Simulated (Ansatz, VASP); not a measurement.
# Al34Mo12S24O51 (amorphous Al2O3 against MoS2, 9.0 A): VASP beside Ansatz

Wanted: the spread between two codes on one cell, functional and k mesh. The structure shown is the start of the Ansatz relaxation below; VASP solves that cell, so the two are compared at the walk's first step.

Program: Ansatz 0.2.0. Level of theory: plane waves, with VASP 6.6.1 beside it; single point at PBE with D3(BJ). Results are calculated unless marked as measured.

## 1. Starting point

The cell holds 121 atoms: 12 Mo, 24 S, 34 Al and 51 O. Its edges and angles: a = 9.540 Å, b = 11.016 Å, c = 16.182 Å, α = 90.0°, β = 90.0°, γ = 90.0°. It derives from MoS2 (one layer of 2H-MoS2 (a = 3.18 A), 3 x 2 rectangular cells). A slab of one layer of 2H-MoS2 (a = 3.18 A), 3 x 2 rectangular cells. 85 atoms (34 Al, 51 O) packed at random between the slab and its periodic image at 3.05 g/cm^3 (a layer of 9.0 A) and pushed apart as soft spheres. Langevin MD at fixed cell with the MACE-MP-0b2 small potential (Batatia et al., arXiv:2401.00096), steps of 1.5 fs: 0.63 ps at 3000 K with the crystal held, 3000 to 900 K in 1.8 ps with the crystal held, 900 to 300 K in 0.9 ps with its inner planes held; soft walls kept the melt off the sheet. Then all atoms and the cell's height relaxed. The structure's axis is c.

## 2. Ansatz: relaxation, PBE with D3(BJ)

Ansatz runs on its default PAW (the set named soft_2) files.

The two programs are compared at the cell with which this relaxation starts, whose forces are those of its first step.

The input, input.yaml:

```yaml
crystal:
  lattice:
    - [9.54, 0.0, 0.0]
    - [0.0, 11.01584, 0.0]
    - [0.0, 0.0, 16.18181]
  atoms:
    - { symbol: Mo, position: [0.01378, 0.00096, 0.15614] }
    - { symbol: S, position: [0.18072, 0.08417, 0.25169] }
    - { symbol: S, position: [0.18011, 0.08495, 0.05996] }
    - { symbol: Mo, position: [0.18063, 0.25167, 0.15628] }
    - { symbol: S, position: [0.01408, 0.33484, 0.25307] }
    - { symbol: S, position: [0.01391, 0.33284, 0.05893] }
    - { symbol: Mo, position: [0.0142, 0.49985, 0.15541] }
    - { symbol: S, position: [0.17901, 0.58377, 0.25281] }
    - { symbol: S, position: [0.18261, 0.58261, 0.05948] }
    - { symbol: Mo, position: [0.18188, 0.75027, 0.1552] }
    - { symbol: S, position: [0.01574, 0.83266, 0.25149] }
    - { symbol: S, position: [0.01456, 0.83517, 0.06001] }
    - { symbol: Mo, position: [0.34759, 0.00063, 0.15536] }
    - { symbol: S, position: [0.51283, 0.0845, 0.2523] }
    - { symbol: S, position: [0.51454, 0.08436, 0.05941] }
    - { symbol: Mo, position: [0.5131, 0.2511, 0.15615] }
    - { symbol: S, position: [0.34696, 0.33316, 0.25374] }
    - { symbol: S, position: [0.34696, 0.33464, 0.05999] }
    - { symbol: Mo, position: [0.34747, 0.50012, 0.15741] }
    - { symbol: S, position: [0.51221, 0.58572, 0.25512] }
    - { symbol: S, position: [0.51275, 0.58358, 0.06074] }
    - { symbol: Mo, position: [0.51322, 0.75056, 0.15641] }
    - { symbol: S, position: [0.34655, 0.83507, 0.25119] }
    - { symbol: S, position: [0.34905, 0.83331, 0.05877] }
    - { symbol: Mo, position: [0.68015, 0.0015, 0.15694] }
    - { symbol: S, position: [0.84763, 0.08431, 0.25339] }
    - { symbol: S, position: [0.84571, 0.08504, 0.06038] }
    - { symbol: Mo, position: [0.84719, 0.25134, 0.15662] }
    - { symbol: S, position: [0.67952, 0.33411, 0.253] }
    - { symbol: S, position: [0.68036, 0.33463, 0.06044] }
[... 85 atom lines left out ...]
    - { symbol: O, position: [0.01507, 0.13435, 0.45925] }
    - { symbol: O, position: [0.47365, 0.35011, 0.53888] }
    - { symbol: O, position: [0.89159, 0.88502, 0.43642] }
    - { symbol: O, position: [0.67081, 0.6926, 0.43666] }
    - { symbol: O, position: [0.78109, 0.21857, 0.44013] }
    - { symbol: O, position: [0.77241, 0.39249, 0.53034] }
kpoints:
  mp_grid: { grid: [2, 2, 1] }
hamiltonian:
  xc: pbe
  dispersion: d3bj
scf:
  occupations: { method: fermi_dirac, width: 0.1 }
output:
  forces: true
relax:
  f_tol: 0.08
  max_steps: 90
  cell: { fix: [a, b, alpha, beta, gamma] }
```

Started as:

```
$ ansatz run input.yaml --threads 4 --pin off --max-ram 15872MiB --backend cpu --events-out ev --progress --plain --runs-dir out
```

Numbers of over 12 decimals in the logs are rounded to 6 here.

What it wrote:

```text
Engine: ansatz 0.2.0, aarch64-unknown-linux-gnu
Pseudopotentials: kind: paw
Pseudopotential: Mo, paw, valence charge 14, recommended cutoff 420 eV (normal), Mo.paw.azcp
Pseudopotential: S, paw, valence charge 6, recommended cutoff 420 eV (normal), S.paw.azcp
Pseudopotential: Al, paw, valence charge 3, recommended cutoff 420 eV (normal), Al.paw.azcp
Pseudopotential: O, paw, valence charge 6, recommended cutoff 420 eV (normal), O.paw.azcp
Functional definition: PBE
  parameter kappa = 0.804
  parameter beta = 0.066725
  exchange = pbe_x(kappa = kappa, mu = beta*pi^2/3)
  correlation = pbe_c(beta = beta)
Crystal: 121 atoms, lattice volume = 1700.564 Å³
Basis set: ecut = 420 eV, 33289 PW (Γ), exchange–correlation on 128×150×240 points (8 copies of the dense FFT grid, shifted against one another)
Bands: 481, of which v1, the nominal top of the filled ones, is band 360 counted from 1 (359 counted from 0)
Symmetry: 1 space group operations
Space group: P1 (ITA 1), of the structure as read, at distance tolerance 1.2e-4 Å
k-points: 4
Non-local potential: Mo, projectors of the file, l = 0: 3, l = 1: 2, l = 2: 2, l = 3: 1
Non-local potential: S, projectors of the file, l = 0: 2, l = 1: 2, l = 2: 2
Non-local potential: Al, projectors of the file, l = 0: 2, l = 1: 2, l = 2: 1
Non-local potential: O, projectors of the file, l = 0: 2, l = 1: 2, l = 2: 1
PAW form: soft (Blöchl's): semilocal exchange-correlation on the pseudo side does not see the compensation charge
PAW one-centre angular grid: Mo, 590 points (default); XC on 64 Gauss nodes
PAW one-centre angular grid: S, 110 points (default); XC on 64 Gauss nodes
PAW one-centre angular grid: Al, 110 points (default); XC on 64 Gauss nodes
PAW one-centre angular grid: O, 110 points (default); XC on 64 Gauss nodes
Initial density: superposition of atomic densities (neutral atoms: chi_scale 0, normalization atom), corrected by the library's trained network
Initial wavefunctions: pseudopotential atomic-orbital guess
Functional: x = pbe(κ = 0.804, μ = 0.219515), c = pbe(β = 0.066725)
SCF iter   1: F=—  HF=-128499.353861 eV  |F-HF|=—  |Δ(HF+E_count)|=         —  Δρ=4.20e-3  dr2=4.21e-1  ethr=1.77e-3  ⟨swp⟩=6.0  Hψ=8255  notcnv=0  defer=225
preconditioner: auto → Resta (q_TF=auto, 2.364 Å⁻¹)  ε∞=4.6  [insulator: Δε(μ)=1.544 eV  Ē_g=11.818 eV  σ=0.100 eV  W_gap=1.00  n_scr=386 (ndim 8)  ℏωp=22.5 eV  f_vac=0.086  D(μ)=0.02/eV (n_scr^D=0)  ε∞_Penn≈4.6]
SCF iter   2: F=—  HF=-128499.365744 eV  |F-HF|=—  |Δ(HF+E_count)|=   1.19e-2  Δρ=2.54e-3  dr2=1.54e-1  ethr=5.84e-5  ⟨swp⟩=3.0  Hψ=3854  notcnv=0  defer=247
SCF iter   3: F=—  HF=-128499.373978 eV  |F-HF|=—  |Δ(HF+E_count)|=   8.23e-3  Δρ=1.59e-3  dr2=1.16e-1  ethr=2.14e-5  ⟨swp⟩=2.0  Hψ=2154  notcnv=0  defer=247
SCF iter   4: F=—  HF=-128499.368374 eV  |F-HF|=—  |Δ(HF+E_count)|=   5.60e-3  Δρ=9.02e-4  dr2=4.53e-2  ethr=1.61e-5  ⟨swp⟩=2.2  Hψ=2685  notcnv=0  defer=247
SCF iter   5: F=—  HF=-128499.361793 eV  |F-HF|=—  |Δ(HF+E_count)|=   6.58e-3  Δρ=3.43e-4  dr2=3.04e-3  ethr=6.29e-6  ⟨swp⟩=2.0  Hψ=1846  notcnv=0  defer=247
SCF iter   6: F=—  HF=-128499.362030 eV  |F-HF|=—  |Δ(HF+E_count)|=   2.37e-4  Δρ=2.73e-4  dr2=3.02e-3  ethr=4.22e-7  ⟨swp⟩=2.2  Hψ=2884  notcnv=0  defer=253
SCF iter   7: F=—  HF=-128499.361810 eV  |F-HF|=—  |Δ(HF+E_count)|=   2.20e-4  Δρ=1.25e-4  dr2=7.75e-4  ethr=4.19e-7  ⟨swp⟩=2.0  Hψ=2256  notcnv=0  defer=269
SCF iter   8: F=—  HF=-128499.361768 eV  |F-HF|=—  |Δ(HF+E_count)|=   4.24e-5  Δρ=3.96e-5  dr2=5.80e-5  ethr=1.08e-7  ⟨swp⟩=2.0  Hψ=1836  notcnv=0  defer=269
SCF iter   9: F=—  HF=-128499.361249 eV  |F-HF|=—  |Δ(HF+E_count)|=   5.18e-4  Δρ=2.53e-5  dr2=1.90e-5  ethr=8.06e-9  ⟨swp⟩=2.0  Hψ=2953  notcnv=0  defer=280
SCF iter  10: F=—  HF=-128499.361254 eV  |F-HF|=—  |Δ(HF+E_count)|=   4.50e-6  Δρ=1.67e-5  dr2=1.04e-5  ethr=2.64e-9  ⟨swp⟩=2.0  Hψ=2505  notcnv=0  defer=280
SCF iter  11: F=—  HF=-128499.361256 eV  |F-HF|=—  |Δ(HF+E_count)|=   1.55e-6  Δρ=9.94e-6  dr2=4.00e-6  ethr=1.44e-9  ⟨swp⟩=2.0  Hψ=2394  notcnv=0  defer=280
SCF iter  12: F=—  HF=-128499.361255 eV  |F-HF|=—  |Δ(HF+E_count)|=   3.83e-8  Δρ=3.51e-6  dr2=2.79e-7  ethr=5.56e-10  ⟨swp⟩=2.0  Hψ=1870  notcnv=0  defer=280
SCF iter  13: F=-128499.361256 eV  HF=-128499.361256 eV  |F-HF|=2.66e-8  |Δ(HF+E_count)|=   1.89e-7  Δρ=1.76e-6  dr2=6.50e-8  ethr=1.39e-11  ⟨swp⟩=4.0  Hψ=5675  notcnv=0
SCF 1 converged in 13 iterations: F = -128499.361256 eV  dr2 = 6.50e-8
  greatest PAW one-centre occupation: 0.998 electrons in one spin orbital (limit 2), on the Mo atom at site 12 (counted from 0), in its partial waves of l = 0
[...]
- { symbol: S, position: [0.519766, 0.087455, 0.049913] }
    - { symbol: Mo, position: [0.518777, 0.254369, 0.150622] }
    - { symbol: S, position: [0.353035, 0.335782, 0.252905] }
    - { symbol: S, position: [0.351726, 0.337854, 0.051021] }
    - { symbol: Mo, position: [0.351798, 0.503181, 0.153170] }
    - { symbol: S, position: [0.516629, 0.587975, 0.253069] }
    - { symbol: S, position: [0.517765, 0.586482, 0.052210] }
    - { symbol: Mo, position: [0.516906, 0.753122, 0.152492] }
    - { symbol: S, position: [0.351494, 0.839964, 0.251645] }
    - { symbol: S, position: [0.354449, 0.836011, 0.050211] }
    - { symbol: Mo, position: [0.685922, 0.00566449, 0.151728] }
    - { symbol: S, position: [0.852635, 0.086945, 0.252691] }
    - { symbol: S, position: [0.851608, 0.088849, 0.051629] }
    - { symbol: Mo, position: [0.852439, 0.254322, 0.153058] }
    - { symbol: S, position: [0.684478, 0.337186, 0.251859] }
    - { symbol: S, position: [0.687056, 0.338252, 0.051376] }
    - { symbol: Mo, position: [0.685388, 0.504342, 0.152450] }
    - { symbol: S, position: [0.853432, 0.586251, 0.252511] }
    - { symbol: S, position: [0.856052, 0.585293, 0.053155] }
    - { symbol: Mo, position: [0.856782, 0.752731, 0.151310] }
    - { symbol: S, position: [0.688970, 0.836180, 0.248539] }
    - { symbol: S, position: [0.686254, 0.836096, 0.053191] }
    - { symbol: Al, position: [0.582636, 0.232610, 0.767664] }
    - { symbol: Al, position: [0.877066, 0.623864, 0.874209] }
    - { symbol: Al, position: [0.627746, 0.308709, 0.466962] }
    - { symbol: Al, position: [0.499490, 0.485417, 0.788057] }
    - { symbol: Al, position: [0.459650, 0.868872, 0.674139] }
    - { symbol: Al, position: [0.729165, 0.831173, 0.398837] }
    - { symbol: Al, position: [0.829161, 0.367235, 0.808274] }
    - { symbol: Al, position: [0.211409, 0.025086, 0.637968] }
    - { symbol: Al, position: [0.827987, 0.145141, 0.662733] }
    - { symbol: Al, position: [0.989395, 0.772777, 0.502473] }
    - { symbol: Al, position: [0.700647, 0.402148, 0.635210] }
    - { symbol: Al, position: [0.380082, 0.479351, 0.547340] }
    - { symbol: Al, position: [0.766995, 0.047559, 0.832093] }
    - { symbol: Al, position: [0.239261, 0.225612, 0.755286] }
    - { symbol: Al, position: [0.441771, 0.211942, 0.592531] }
    - { symbol: Al, position: [0.491666, 0.014141, 0.463782] }
    - { symbol: Al, position: [0.314079, 0.808557, 0.523536] }
    - { symbol: Al, position: [0.119372, 0.544802, 0.483324] }
    - { symbol: Al, position: [0.756331, 0.554504, 0.478987] }
    - { symbol: Al, position: [0.168058, 0.775331, 0.829035] }
    - { symbol: Al, position: [0.406770, 0.0006922, 0.821837] }
    - { symbol: Al, position: [0.873586, 0.657120, 0.663475] }
    - { symbol: Al, position: [0.200836, 0.639982, 0.656403] }
    - { symbol: Al, position: [0.833120, 0.054590, 0.453292] }
    - { symbol: Al, position: [0.572009, 0.635263, 0.647244] }
    - { symbol: Al, position: [0.191031, 0.072295, 0.474766] }
    - { symbol: Al, position: [0.124473, 0.018524, 0.819721] }
    - { symbol: Al, position: [0.933895, 0.273503, 0.498700] }
    - { symbol: Al, position: [0.635303, 0.757096, 0.827996] }
    - { symbol: Al, position: [0.164746, 0.479979, 0.809932] }
    - { symbol: Al, position: [0.915572, 0.855827, 0.825960] }
    - { symbol: Al, position: [0.773619, 0.904005, 0.629598] }
    - { symbol: Al, position: [0.025049, 0.399579, 0.642596] }
    - { symbol: Al, position: [0.484339, 0.624050, 0.430411] }
    - { symbol: O, position: [0.609109, 0.474226, 0.420793] }
    - { symbol: O, position: [0.481294, 0.614455, 0.548058] }
    - { symbol: O, position: [0.542744, 0.467256, 0.674014] }
    - { symbol: O, position: [0.848942, 0.423110, 0.702630] }
    - { symbol: O, position: [0.960408, 0.476880, 0.856132] }
    - { symbol: O, position: [0.703423, 0.646942, 0.905042] }
    - { symbol: O, position: [0.660233, 0.975001, 0.417336] }
    - { symbol: O, position: [0.949506, 0.244445, 0.613386] }
    - { symbol: O, position: [0.359172, 0.998582, 0.704560] }
    - { symbol: O, position: [0.069905, 0.869890, 0.756516] }
    - { symbol: O, position: [0.796973, 0.00142087, 0.719945] }
    - { symbol: O, position: [0.267990, 0.150416, 0.569046] }
    - { symbol: O, position: [0.834743, 0.709781, 0.768473] }
    - { symbol: O, position: [0.121768, 0.352997, 0.741956] }
    - { symbol: O, position: [0.271293, 0.128475, 0.845549] }
    - { symbol: O, position: [0.155732, 0.700832, 0.527085] }
    - { symbol: O, position: [0.662830, 0.235967, 0.659365] }
    - { symbol: O, position: [0.548106, 0.154666, 0.505196] }
    - { symbol: O, position: [0.025536, 0.573950, 0.652484] }
    - { symbol: O, position: [0.629528, 0.803197, 0.647774] }
    - { symbol: O, position: [0.498420, 0.861454, 0.793264] }
    - { symbol: O, position: [0.543949, 0.640246, 0.765148] }
    - { symbol: O, position: [0.742114, 0.887149, 0.863776] }
    - { symbol: O, position: [0.573782, 0.096201, 0.829709] }
[...]
- { symbol: O, position: [0.449204, 0.921369, 0.554968] }
    - { symbol: O, position: [0.633676, 0.375605, 0.821747] }
    - { symbol: O, position: [0.018725, 0.129011, 0.455363] }
    - { symbol: O, position: [0.476762, 0.349262, 0.537677] }
    - { symbol: O, position: [0.899594, 0.879154, 0.433236] }
    - { symbol: O, position: [0.671602, 0.691081, 0.431363] }
    - { symbol: O, position: [0.785174, 0.216111, 0.432853] }
    - { symbol: O, position: [0.771199, 0.390441, 0.527921] }
```

## 3. VASP: single point, PBE with D3(BJ), start cell

The same cell, functional, mesh and smearing now go to VASP, with its own data sets.

Lines of VASP's logs that name or quote its potential files are left out, and so is its time.

The input, INCAR:

```
SYSTEM = Al34Mo12S24O51
PREC = Accurate
ENCUT = 520
EDIFF = 1E-06
NELM = 120
ISMEAR = -1
SIGMA = 0.1
LREAL = Auto
ALGO = Normal
GGA = PE
IVDW = 12
NBANDS = 448
LASPH = .TRUE.
LORBIT = 11
LWAVE = .FALSE.
LCHARG = .FALSE.
ISIF = 2
GGA_COMPAT = .FALSE.
EFERMI = MIDGAP
KPAR = 4
```

The input, POSCAR:

```
Al34Mo12S24O51
1.0
    9.5400000000      0.0000000000      0.0000000000
    0.0000000000     11.0158400000      0.0000000000
    0.0000000000      0.0000000000     16.1818100000
Mo S Al O
12 24 34 51
Direct
    0.0137840671      0.0009622507      0.1561382812
    0.1806289308      0.2516739531      0.1562804161
    0.0142033543      0.4998529390      0.1554090673
    0.1818763103      0.7502741507      0.1551989549
    0.3475890985      0.0006263708      0.1553596291
    0.5131027254      0.2511020494      0.1561506408
    0.3474737945      0.5001161963      0.1574113155
    0.5132180294      0.7505555636      0.1564101914
    0.6801467505      0.0014978431      0.1569416524
    0.8471907757      0.2513380732      0.1566203039
    0.6796960168      0.5010239800      0.1569601917
    0.8487106918      0.7497476361      0.1551371571
    0.1807232704      0.0841697047      0.2516900149
    0.1801048218      0.0849503987      0.0599623899
    0.0140775681      0.3348360180      0.2530681055
    0.0139098532      0.3328388938      0.0589303669
    0.1790146751      0.5837684643      0.2528085548
    0.1826100629      0.5826065012      0.0594803672
    0.0157442348      0.8326555215      0.2514922620
    0.0145597484      0.8351700824      0.0600118281
    0.5128301887      0.0844965068      0.2523018130
    0.5145387841      0.0843603393      0.0594123896
    0.3469601677      0.3331566181      0.2537417013
    0.3469601677      0.3346363055      0.0599871090
    0.5122117400      0.5857201993      0.2551197919
    0.5127463312      0.5835778297      0.0607410419
    0.3465513627      0.8350702261      0.2511894528
    0.3490461216      0.8333091258      0.0587696926
    0.8476310273      0.0843058723      0.2533894540
    0.8457127883      0.0850411771      0.0603826148
[... 85 atom lines left out ...]
    0.0150733753      0.1343519877      0.4592502322
    0.4736477987      0.3501140176      0.5388828567
    0.8915932914      0.8850164854      0.4364221308
    0.6708071279      0.6926026522      0.4366569624
    0.7810901468      0.2185670816      0.4401299978
    0.7724109015      0.3924893608      0.5303424030
```

The input, KPOINTS:

```
Automatic mesh
0
Gamma
2 2 1
0 0 0
```

Potentials, in the order of the species: Mo_sv, S, Al and O (PBE family, release 64).

Started as:

```
$ mpirun -np 16 vasp_std
```

What it wrote:

```text
[banner, memory and clock lines left out]
running   16 mpi-ranks, on    1 nodes
[...]
|                                                                             |
|           W    W    AA    RRRRR   N    N  II  N    N   GGGG   !!!           |
|           W    W   A  A   R    R  NN   N  II  NN   N  G    G  !!!           |
|           W    W  A    A  R    R  N N  N  II  N N  N  G       !!!           |
|           W WW W  AAAAAA  RRRRR   N  N N  II  N  N N  G  GGG   !            |
|           WW  WW  A    A  R   R   N   NN  II  N   NN  G    G                |
|           W    W  A    A  R    R  N    N  II  N    N   GGGG   !!!           |
|                                                                             |
|     For optimal performance we recommend to set                             |
|       NCORE = 2 up to number-of-cores-per-socket                            |
|     NCORE specifies how many cores store one orbital (NPAR=cpu/NCORE).      |
|     This setting can greatly improve the performance of VASP for DFT.       |
|     The default, NCORE=1 might be grossly inefficient on modern             |
|     multi-core architectures or massively parallel machines. Do your        |
|     Unfortunately you need to use the default for GW and RPA                |
|     calculations (for HF NCORE is supported but not extensively tested      |
|     yet).                                                                   |
|                                                                             |

 LDA part: xc-table for (Slater+PW92), standard interpolation
 POSCAR, INCAR and KPOINTS ok, starting setup
[...]
entering main loop
       N       E                     dE             d eps       ncg     rms          rms(c)
DAV:   1     0.541882727076E+04    0.54188E+04   -0.37967E+05  3784   0.149E+03
DAV:   2    -0.513860772742E+03   -0.59327E+04   -0.57259E+04  4280   0.355E+02
DAV:   3    -0.977077244521E+03   -0.46322E+03   -0.45795E+03  4216   0.101E+02
DAV:   4    -0.988281037216E+03   -0.11204E+02   -0.11097E+02  4304   0.156E+01
[...]
DAV:  20    -0.873232762619E+03    0.21739E-05   -0.50699E-05  3976   0.181E-02    0.208E-02
DAV:  21    -0.873232763659E+03   -0.10398E-05   -0.14803E-05  4120   0.104E-02    0.134E-02
DAV:  22    -0.873232762922E+03    0.73745E-06   -0.82938E-06  3448   0.735E-03
   1 F= -.90187599E+03 E0= -.90187419E+03  d E =-.359625E-02
```

OUTCAR, selected parts (step 3):

```text
  FREE ENERGIE OF THE ION-ELECTRON SYSTEM (eV)
  ---------------------------------------------------
  free  energy   TOTEN  =      -901.8759919290 eV

  energy  without entropy=     -901.8723956746  energy(sigma->0) =     -901.87419380
```

The run ends at a pressure of -3.22 GPa, with forces up to 0.67 eV/Å.

## 4. Comparison

Known differences besides the potentials themselves: the cutoff is 420 eV in Ansatz and 520 eV in VASP (PREC = Accurate, projectors in real space). Total energies have different zeros and are not compared.

Forces on 10 of the 121 atoms, those with the largest forces and the largest differences (eV/Å; atoms numbered as in POSCAR):

```tsv
atom	Ansatz x, y, z	VASP x, y, z
Mo8	-0.037, -0.071, 0.453	-0.042, -0.072, 0.447
S35	0.027, 0.001, -0.685	0.030, -0.001, -0.670
Al42	0.107, 0.089, 0.301	0.107, 0.077, 0.256
Al52	-0.115, 0.200, 0.457	-0.081, 0.189, 0.444
Al53	-0.192, 0.022, 0.431	-0.218, 0.010, 0.439
Al56	0.034, 0.140, -0.392	0.052, 0.103, -0.378
Al62	0.010, 0.027, 0.185	-0.025, 0.046, 0.191
Al65	-0.057, 0.177, -0.450	-0.075, 0.189, -0.447
O76	0.107, -0.091, 0.531	0.082, -0.101, 0.539
O112	0.231, -0.024, -0.455	0.227, -0.004, -0.471
```

The forces differ by 10 meV/Å r.m.s., which is 7.4 % of the r.m.s. force of 0.137 eV/Å (both taken over all components).

## 5. Summary of results

- r.m.s. force difference (single point, PBE with D3(BJ), start cell): 10 meV/Å

In words: The r.m.s. force difference is 10 meV/Å (single point, PBE with D3(BJ), start cell), within the 12 meV/Å picked in this series as the mark of a large difference. VASP runs on this material, other cells of it included, that failed, so that no pair exists: single point, PBE (timeout). Such differences can come from data sets, numerical settings and the points named under the comparisons, not from the functional's error against experiment.

[Lines on the potential files, build, host, timing and source positions are cut from VASP's logs without a mark.]

[Logs are printed without paths, hosts, clocks, repeated set-up lines and the standing remarks that a program may print on its own settings, such as how far it seeks lower states.]

[Hosts, paths, dates, database ids (printed as entryN), source tags and the programs' standing remarks are cut or masked in the printed files.]
